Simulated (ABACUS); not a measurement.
# Pb (Fm-3m) in ABACUS: further runs

The runs below take Pb through band structure, equation of state, with PBE.

Everything below comes from runs of ABACUS 3.10.1. Logs are shortened: lines on timing, memory, paths and dates and some standing lists are left out, and cuts for length are marked.

### Step 1. Starting point

The structure is cubic, space group Fm-3m (No. 225). The conventional cell has a = 4.950 Å, b = 4.950 Å, c = 4.950 Å, α = 90.00°, β = 90.00°, γ = 90.00°. Pb (site symmetry m-3m) has 12 Pb at 3.50 Å as nearest neighbours.

### Step 2. Band structure, PBE, spin-orbit coupling, no magnetisation

File INPUT:

```
INPUT_PARAMETERS
suffix              Pb
calculation         nscf
basis_type          lcao
pseudo_dir          ./
orbital_dir         ./
symmetry            -1
dft_functional      pbe
ecutwfc             100.0
pseudo_rcut         10
nspin               4
nbands              34
ks_solver           genelpa
smearing_method     fd
smearing_sigma      0.00367493
scf_thr             1e-07
scf_nmax            100
mixing_type         broyden
mixing_beta         0.4
noncolin            0
lspinorb            1
init_chg            file
out_band            1
```

File STRU:

```
ATOMIC_SPECIES
Pb 207.2000 Pb.upf

NUMERICAL_ORBITAL
Pb_confined-atom_8au_2s2p2d.orb

LATTICE_CONSTANT
1.8897261246

LATTICE_VECTORS
0.0000000000 2.4750200000 2.4750200000
2.4750200000 0.0000000000 2.4750200000
2.4750200000 2.4750200000 0.0000000000

ATOMIC_POSITIONS
Direct

Pb
0.0
1
0.0000000000 0.0000000000 0.0000000000 1 1 1
```

File KPT:

```
K_POINTS
12
Line
0.00000000 0.00000000 0.00000000 10 // G
0.50000000 0.00000000 0.50000000 10 // X
0.50000000 0.25000000 0.75000000 10 // W
0.37500000 0.37500000 0.75000000 10 // K
0.00000000 0.00000000 0.00000000 10 // G
0.50000000 0.50000000 0.50000000 10 // L
0.62500000 0.25000000 0.62500000 10 // U
0.50000000 0.25000000 0.75000000 10 // W
0.50000000 0.50000000 0.50000000 10 // L
0.37500000 0.37500000 0.75000000 1 // K
0.62500000 0.25000000 0.62500000 10 // U
0.50000000 0.00000000 0.50000000 1 // X
```

Potentials or basis: PseudoDojo NC FR 0.4 PBE standard, DZP LCAO (the cutoffs set its grid).

On the command line:

```
$ OMP_NUM_THREADS=1 mpirun -np 4 abacus > log
```

running log:

```text
ABACUS v3.10.1

               Atomic-orbital Based Ab-initio Computation at UStc

 ------------------------------------------------------------------------------------

 READING GENERAL INFORMATION
                           global_out_dir = OUT.Pb/
                           global_in_card = INPUT
                               pseudo_dir = ./
                              orbital_dir = ./
                                    DSIZE = 4
                                    GSIZE = 1

 READING UNITCELL INFORMATION
                                    ntype = 1
                  lattice constant (Bohr) = 1.88973
              lattice constant (Angstrom) = 1

 READING ATOM TYPE 1
                               atom label = Pb
                      L=0, number of zeta = 2
                      L=1, number of zeta = 2
                      L=2, number of zeta = 2
             number of atom for this type = 1
               magnetization of element 1 = [ 0, 0, 0 ]

                        TOTAL ATOM NUMBER = 1
DIRECT COORDINATES
    atom                   x                   y                   z     mag                  vx                  vy                  vz
taud_Pb1            0.0000000000        0.0000000000        0.0000000000  0.0000        0.0000000000        0.0000000000        0.0000000000

                          Volume (Bohr^3) = 204.627
                             Volume (A^3) = 30.3225

 Lattice vectors: (Cartesian coordinate: in unit of a_0)
                   +0            +2.47502            +2.47502
             +2.47502                  +0            +2.47502
             +2.47502            +2.47502                  +0
 Reciprocal vectors: (Cartesian coordinate: in unit of 2 pi/a_0)
            -0.202019           +0.202019           +0.202019
            +0.202019           -0.202019           +0.202019
            +0.202019           +0.202019           -0.202019
 The esolver type has been set to : ksdft_lcao

                PAO radial cut off (Bohr) = 10

 Read in pseudopotential file is Pb.upf
                     pseudopotential type = NC
          exchange-correlation functional = PBE
                 nonlocal core correction = 1
                        valence electrons = 14
                                     lmax = 2
                           number of zeta = 5
                     number of projectors = 10
                           L of projector = 0
                           L of projector = 0
[... 6 lines left out ...]
                           L of projector = 2
                           L of projector = 2
     initial pseudo atomic orbital number = 18

 SETUP THE ELECTRONS NUMBER
            electron number of element Pb = 14
      total electron number of element Pb = 14
            AUTOSET number of electrons:  = 14
                           occupied bands = 14
                                   NLOCAL = 36
                                   NBANDS = 34
                                   NBANDS = 34
                                   NLOCAL = 36

%%%%%%%%%%%%%%%%%%%%%%%%%%%%%%%%%%%%%%%%%%%%%%%%%%%%%%%%%%%%%%%%%%%%%%%%%%%%%%%%%%%%%%%%%%%%%%%%%%%%%%%%%%
 Warning: the number of valence electrons in pseudopotential > 4 for Pb: [Xe] 4f14 5d10 6s2 6p2
 Pseudopotentials with additional electrons can yield (more) accurate outcomes, but may be less efficient.
 If you're confident that your chosen pseudopotential is appropriate, you can safely ignore this warning.
%%%%%%%%%%%%%%%%%%%%%%%%%%%%%%%%%%%%%%%%%%%%%%%%%%%%%%%%%%%%%%%%%%%%%%%%%%%%%%%%%%%%%%%%%%%%%%%%%%%%%%%%%%

 SETUP THE PLANE WAVE BASIS
 energy cutoff for charge/potential (unit:Ry) = 400
            fft grid for charge/potential = [ 45, 45, 45 ]
                        fft grid division = [ 3, 3, 3 ]
        big fft grid for charge/potential = [ 15, 15, 15 ]
                                     nbxx = 900
                                     nrxx = 24300

 SETUP PLANE WAVES FOR CHARGE/POTENTIAL
                    number of plane waves = 27581
                         number of sticks = 1201

 PARALLEL PW FOR CHARGE/POTENTIAL
     PROC   COLUMNS(POT)             PW
        1            300           6895
        2            300           6895
        3            300           6895
        4            301           6896
 --------------- sum -------------------
        4           1201          27581
                            number of |g| = 295
                                  max |g| = 36.0774
                                  min |g| = 0.122435

----------- Double Check Mixing Parameters Begin ------------
mixing_type: broyden
mixing_beta: 0.4
mixing_gg0: 1
mixing_gg0_min: 0.1
mixing_beta_mag: 1.6
mixing_gg0_mag: 0
mixing_ndim: 8
----------- Double Check Mixing Parameters End ------------

 SETUP K-POINTS
                                    nspin = 4
                                   nkstot = 102
K-POINTS DIRECT COORDINATES
 KPOINTS    DIRECT_X    DIRECT_Y    DIRECT_Z  WEIGHT
       1  0.00000000  0.00000000  0.00000000  1.0000
       2  0.05000000  0.00000000  0.05000000  1.0000
       3  0.10000000  0.00000000  0.10000000  1.0000
       4  0.15000000  0.00000000  0.15000000  1.0000
       5  0.20000000  0.00000000  0.20000000  1.0000
       6  0.25000000  0.00000000  0.25000000  1.0000
[... 22 lines left out ...]
      29  0.40000000  0.35000000  0.75000000  1.0000
      30  0.38750000  0.36250000  0.75000000  1.0000
[... 72 further k points ...]

           k-point number in this process = 102
       minimum distributed K point number = 102

[... K-POINTS CARTESIAN COORDINATES: 102 rows ...]

[... K-POINTS DIRECT COORDINATES: 102 rows ...]

 SETUP PLANE WAVES FOR WAVE FUNCTIONS
     energy cutoff for wavefunc (unit:Ry) = 100
              fft grid for wave functions = [ 45, 45, 45 ]
                    number of plane waves = 4285
                         number of sticks = 349

 PARALLEL PW FOR WAVE FUNCTIONS
     PROC   COLUMNS(POT)             PW
        1             88           1073
        2             87           1070
        3             87           1072
        4             87           1070
 --------------- sum -------------------
        4            349           4285

 SET NONLOCAL PSEUDOPOTENTIAL PROJECTORS
 max number of nonlocal projetors among all species is 10

 -------------------------------------------
 NONSELF-CONSISTENT
 -------------------------------------------

 SETUP SEARCHING RADIUS FOR PROGRAM TO SEARCH ADJACENT ATOMS
                  longest orb rcut (Bohr) = 8
   longest nonlocal projector rcut (Bohr) = 2.46
                     search radius (Bohr) = 20.9
              searching radius is (Bohr)) = 20.9
         searching radius unit is (Bohr)) = 1.89
                         PeriodicBoundary = 1
                        Radius(unit:lat0) = 11.1
                                   glayer = [ 5, 5, 5 ]
                             glayer_minus = [ 4, 4, 4 ]

Find the coordinate range of the input atom(unit:lat0).
                                  min_tau = [ -19.8, -19.8, -19.8 ]
                                  max_tau = [ 19.8, 19.8, 19.8 ]
                                BoxNumber = [ 9, 9, 9 ]

 SETUP EXTENDED REAL SPACE GRID FOR GRID INTEGRATION
                          real space grid = [ 45, 45, 45 ]
                 big cell numbers in grid = [ 15, 15, 15 ]
             meshcell numbers in big cell = [ 3, 3, 3 ]
                        extended fft grid = [ 23, 23, 23 ]
                dimension of extened grid = [ 62, 62, 62 ]
                            UnitCellTotal = 125
              Atom number in sub-FFT-grid = 1
    Local orbitals number in sub-FFT-grid = 36
                                ParaV.nnr = 27540
                                 init_chg = file
 try to read charge from file
 Read in the charge density: OUT.Pb//Pb-CHARGE-DENSITY.restart

 LCAO ALGORITHM --------------- ION=   1  ELEC=   1--------------------------------
[... levels at 102 k points of this process ...]

total magnetism (Bohr mag/cell)	2.44069e-13	8.57189e-14	8.73954e-13
       absolute magnetism (Bohr mag/cell) = 9.91747e-13

 Density error is 0.00000000000
----------------------------------------------------------
     Energy           Rydberg                 eV
----------------------------------------------------------
 E_KohnSham     -140.4593542725      -1911.0475555068
 E_KS(sigma->0) -140.4589116343      -1911.0415331052
 E_Harris       -140.4593542725      -1911.0475555068
 E_band         -2.1734200114        -29.5708963022
 E_one_elec     -29.7937638554       -405.3649532997
 E_Hartree      25.1565881710        342.2729413648
 E_xc           -39.7541732767       -540.8832758419
 E_Ewald        -96.0671200351       -1307.0602229268
 E_entropy(-TS) -0.0008852764        -0.0120448031
 E_descf        0.0000000000         0.0000000000
 E_exx          0.0000000000         0.0000000000
 E_Fermi        0.7727922782         10.5143783533
----------------------------------------------------------

 charge density convergence is achieved
 final etot is -1911.0475555 eV
 EFERMI = 10.514378353 eV

 STATE ENERGY(eV) AND OCCUPATIONS    NSPIN == 4
 1/102 kpoint (Cartesian) = 0.0000 0.0000 0.0000 (882 pws)
       1       -7.03271     0.00980392
       2       -7.03271     0.00980392
       3       -7.03271     0.00980392
       4       -7.03271     0.00980392
       5       -4.55195     0.00980392
       6       -4.55195     0.00980392
[... 26 lines left out ...]
      33        51.4280        0.00000
      34        51.4280        0.00000

 2/102 kpoint (Cartesian) = 0.0000 0.020202 0.0000 (885 pws)
       1       -7.03183     0.00980392
       2       -7.03183     0.00980392
       3       -7.03012     0.00980392
       4       -7.03012     0.00980392
       5       -4.54834     0.00980392
       6       -4.54834     0.00980392
[... 26 lines left out ...]
      33        50.8835        0.00000
      34        50.8835        0.00000

 3/102 kpoint (Cartesian) = 0.0000 0.040404 0.0000 (876 pws)
       1       -7.02939     0.00980392
       2       -7.02939     0.00980392
       3       -7.02269     0.00980392
       4       -7.02269     0.00980392
       5       -4.53936     0.00980392
       6       -4.53936     0.00980392
[... 26 lines left out ...]
      33        49.3625        0.00000
      34        49.3625        0.00000

 4/102 kpoint (Cartesian) = 0.0000 0.060606 0.0000 (875 pws)
       1       -7.02587     0.00980392
       2       -7.02587     0.00980392
       3       -7.01168     0.00980392
       4       -7.01168     0.00980392
       5       -4.52983     0.00980392
       6       -4.52983     0.00980392
[... 26 lines left out ...]
      33        47.1839        0.00000
      34        47.1839        0.00000

 5/102 kpoint (Cartesian) = 0.0000 0.080807 0.0000 (882 pws)
       1       -7.02195     0.00980392
       2       -7.02195     0.00980392
       3       -6.99910     0.00980392
       4       -6.99910     0.00980392
       5       -4.52390     0.00980392
       6       -4.52390     0.00980392
[... 26 lines left out ...]
      33        44.8530        0.00000
      34        44.8530        0.00000

 6/102 kpoint (Cartesian) = 0.0000 0.10101 0.0000 (886 pws)
       1       -7.01831     0.00980392
       2       -7.01831     0.00980392
       3       -6.98707     0.00980392
       4       -6.98707     0.00980392
       5       -4.52171     0.00980392
       6       -4.52171     0.00980392
[... 26 lines left out ...]
      33        42.9985        0.00000
      34        42.9985        0.00000

[... levels at 96 further k points ...]

 --------------------------------------------
 !FINAL_ETOT_IS -1911.047555506807 eV
 --------------------------------------------

 Output bands in file: OUT.Pb/BANDS_1.dat
```

Run time: 1.7 s. Hardware: 4 MPI ranks of Intel Xeon Platinum 8259CL at 2.50GHz (Skylake/Cascade Lake), shared host; peak memory 0.4 GiB.

Levels at the corners of the path, in eV from the Fermi level:
| point | band 11 | band 12 | band 13 | band 14 | band 15 | band 16 | band 17 | band 18 |
| --- | --- | --- | --- | --- | --- | --- | --- | --- |
| Γ | -11.73 | -11.73 | 5.36 | 5.36 | 8.79 | 8.79 | 8.79 | 8.79 |
| X | -6.68 | -6.68 | -3.42 | -3.42 | 1.53 | 1.53 | 2.75 | 2.75 |
| W | -6.56 | -6.56 | -2.07 | -2.07 | -0.93 | -0.93 | 0.41 | 0.41 |
| K | -6.75 | -6.75 | -2.57 | -2.57 | -1.13 | -1.13 | 3.14 | 3.14 |
| Γ | -11.73 | -11.73 | 5.36 | 5.36 | 8.79 | 8.79 | 8.79 | 8.79 |
| L | -8.10 | -8.10 | -4.31 | -4.31 | 4.80 | 4.80 | 6.84 | 6.84 |
| U | -6.75 | -6.75 | -2.57 | -2.57 | -1.13 | -1.13 | 3.14 | 3.14 |
| W | -6.56 | -6.56 | -2.07 | -2.07 | -0.93 | -0.93 | 0.41 | 0.41 |
| L | -8.10 | -8.10 | -4.31 | -4.31 | 4.80 | 4.80 | 6.84 | 6.84 |
| K | -6.75 | -6.75 | -2.57 | -2.57 | -1.13 | -1.13 | 3.14 | 3.14 |
| U | -6.75 | -6.75 | -2.57 | -2.57 | -1.13 | -1.13 | 3.14 | 3.14 |
| X | -6.68 | -6.68 | -3.42 | -3.42 | 1.53 | 1.53 | 2.75 | 2.75 |

Caveat: the atomic orbitals were generated for these runs and aren't a published set; the density is read from an earlier self-consistent run, whose mesh may be coarse; the basis of atomic orbitals isn't converged, which shifts pressures, moduli and gaps.

### Step 3. Equation of state, PBE, spin-orbit coupling, no magnetisation, 28.50 Å³/atom (volume scaled by 0.94)

File INPUT:

```
INPUT_PARAMETERS
suffix              Pb
calculation         scf
basis_type          lcao
pseudo_dir          ./
orbital_dir         ./
symmetry            0
dft_functional      pbe
ecutwfc             100
pseudo_rcut         10
nspin               4
nbands              22
ks_solver           genelpa
smearing_method     fd
smearing_sigma      0.00367493
scf_thr             1e-07
scf_nmax            100
mixing_type         broyden
mixing_beta         0.4
cal_force           1
cal_stress          1
noncolin            0
lspinorb            1
out_mul             1
```

File STRU:

```
ATOMIC_SPECIES
Pb 207.2000 Pb.upf

NUMERICAL_ORBITAL
Pb_confined-atom_8au_2s2p2d.orb

LATTICE_CONSTANT
1.8897261246

LATTICE_VECTORS
0.0000000000 2.4244952108 2.4244952108
2.4244952108 0.0000000000 2.4244952108
2.4244952108 2.4244952108 0.0000000000

ATOMIC_POSITIONS
Direct

Pb
0.0
1
0.0000000000 0.0000000000 0.0000000000 1 1 1
```

File KPT:

```
K_POINTS
0
Gamma
6 6 6 0 0 0
```

Potentials or basis: PseudoDojo NC FR 0.4 PBE standard, DZP LCAO (the cutoffs set its grid).

On the command line:

```
$ OMP_NUM_THREADS=1 mpirun -np 4 abacus > log
```

Wall time 18 s (4 MPI ranks of Intel Xeon Platinum 8259CL at 2.50GHz (Skylake/Cascade Lake), shared host); peak memory 0.44 GiB.

The run converged. Its results:

| Item | Value |
| --- | --- |
| Free energy | -1910.8029 eV |
| Pressure | 8.5 GPa |
| Band gap on the k mesh | none (metal or under the smearing width) |

Caveat: the k mesh is coarse (spacing up to 0.37 Å⁻¹), so the values aren't converged; the atomic orbitals were generated for these runs and aren't a published set; the basis of atomic orbitals isn't converged, which shifts pressures, moduli and gaps.

### Step 4. Equation of state, PBE, spin-orbit coupling, no magnetisation, 29.72 Å³/atom (volume scaled by 0.98)

INPUT is that of step 3.

File STRU:

```
ATOMIC_SPECIES
Pb 207.2000 Pb.upf

NUMERICAL_ORBITAL
Pb_confined-atom_8au_2s2p2d.orb

LATTICE_CONSTANT
1.8897261246

LATTICE_VECTORS
0.0000000000 2.4584086270 2.4584086270
2.4584086270 0.0000000000 2.4584086270
2.4584086270 2.4584086270 0.0000000000

ATOMIC_POSITIONS
Direct

Pb
0.0
1
0.0000000000 0.0000000000 0.0000000000 1 1 1
```

KPT is that of step 3.

On the command line:

```
$ OMP_NUM_THREADS=1 mpirun -np 4 abacus > log
```

Wall time 18 s (4 MPI ranks of Intel Xeon Platinum 8259CL at 2.50GHz (Skylake/Cascade Lake), shared host); peak memory 0.48 GiB.

The run converged. Its results:

```
Free energy            : -1910.8571 eV
Pressure               : 5.9 GPa
Band gap on the k mesh : none (metal or under the smearing width)
```

Caveat: the k mesh is coarse (spacing up to 0.37 Å⁻¹), so the values aren't converged; the atomic orbitals were generated for these runs and aren't a published set; the basis of atomic orbitals isn't converged, which shifts pressures, moduli and gaps.

### Step 5. Equation of state, PBE, spin-orbit coupling, no magnetisation, 30.93 Å³/atom (volume scaled by 1.02)

INPUT is that of step 4.

File STRU:

```
ATOMIC_SPECIES
Pb 207.2000 Pb.upf

NUMERICAL_ORBITAL
Pb_confined-atom_8au_2s2p2d.orb

LATTICE_CONSTANT
1.8897261246

LATTICE_VECTORS
0.0000000000 2.4914113386 2.4914113386
2.4914113386 0.0000000000 2.4914113386
2.4914113386 2.4914113386 0.0000000000

ATOMIC_POSITIONS
Direct

Pb
0.0
1
0.0000000000 0.0000000000 0.0000000000 1 1 1
```

KPT is that of step 4.

On the command line:

```
$ OMP_NUM_THREADS=1 mpirun -np 4 abacus > log
```

Run time: 18 s. Hardware: 4 MPI ranks of Intel Xeon Platinum 8259CL at 2.50GHz (Skylake/Cascade Lake), shared host; peak memory 0.48 GiB.

Results (log left out):

| Quantity | Value |
| --- | --- |
| Free energy | -1910.8936 eV |
| Pressure | 3.8 GPa |
| Band gap on the k mesh | none (metal or under the smearing width) |

Caveat: the k mesh is coarse (spacing up to 0.36 Å⁻¹), so the values aren't converged; the atomic orbitals were generated for these runs and aren't a published set; the basis of atomic orbitals isn't converged, which shifts pressures, moduli and gaps.

### Step 6. Equation of state, PBE, spin-orbit coupling, no magnetisation, 32.14 Å³/atom (volume scaled by 1.06)

INPUT is that of step 5.

File STRU:

```
ATOMIC_SPECIES
Pb 207.2000 Pb.upf

NUMERICAL_ORBITAL
Pb_confined-atom_8au_2s2p2d.orb

LATTICE_CONSTANT
1.8897261246

LATTICE_VECTORS
0.0000000000 2.5235621278 2.5235621278
2.5235621278 0.0000000000 2.5235621278
2.5235621278 2.5235621278 0.0000000000

ATOMIC_POSITIONS
Direct

Pb
0.0
1
0.0000000000 0.0000000000 0.0000000000 1 1 1
```

KPT is that of step 5.

Potentials or basis: PseudoDojo NC FR 0.4 PBE standard, DZP LCAO (the cutoffs set its grid).

On the command line:

```
$ OMP_NUM_THREADS=1 mpirun -np 4 abacus > log
```

It took 15 s on 4 MPI ranks of Intel Xeon Platinum 8259CL at 2.50GHz (Skylake/Cascade Lake), shared host; peak memory 0.48 GiB.

The run converged. Its results:

| Quantity | Value |
| --- | --- |
| Free energy | -1910.9162 eV |
| Pressure | 2.2 GPa |
| Band gap on the k mesh | none (metal or under the smearing width) |

Caveat: the atomic orbitals were generated for these runs and aren't a published set; the basis of atomic orbitals isn't converged, which shifts pressures, moduli and gaps.

### Step 7. Equation of state, PBE, spin-orbit coupling, no magnetisation

This step only gathers the single runs of the series.

What came out:

```yaml
Equilibrium_volume: "34.35 Å³/atom (rough: see the caveat)"
Bulk_modulus: 28 GPa (rough)
```

Energy against volume, from the lowest point:
| volume (Å³/atom) | energy (meV/atom) |
| --- | --- |
| 28.503 | 113.29 |
| 29.716 | 59.15 |
| 30.929 | 22.58 |
| 32.142 | 0.00 |

Caveat: the k mesh is coarse (spacing up to 0.37 Å⁻¹), so the values aren't converged; the atomic orbitals were generated for these runs and aren't a published set; the minimum lies outside the volumes run; the basis of atomic orbitals isn't converged, which shifts pressures, moduli and gaps.
